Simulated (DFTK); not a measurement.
Zr:

```
Zr
1.0
     3.23200    0.00000    0.00000
    -1.61600    2.79899    0.00000
     0.00000    0.00000    5.14700
Zr
2
Direct
  0.66667 0.33333 0.75000
  0.33333 0.66667 0.25000
```

Base run:

* Program: DFTK 0.8.2
* Functional: PBE
* Potentials or basis: dojo.nc.sr.pbe.v0_4_1.standard.upf (PBE)
* Cutoff: 898 eV
* k mesh: 9 × 9 × 5
* Occupations: fermi-dirac, width 0.05 eV
* Spin: no spin polarisation

Its results: band gap on the k mesh none (metal or under the smearing width); pressure 0.5 GPa.

Question: The run is repeated on the same cell with these changes: potentials or basis from dojo.nc.sr.pbe.v0_4_1.standard.upf (PBE) to cp2k.nc.sr.pbe.v0_1.largecore.gth (PBE, GTH); cutoff from 898 eV to 2177 eV. What comes out?

Answer: Band gap on the k mesh none (metal or under the smearing width); pressure 0.0 GPa.

Caveats: GTH potentials come without recommended cutoffs, and this one wasn't checked for convergence (some runs).
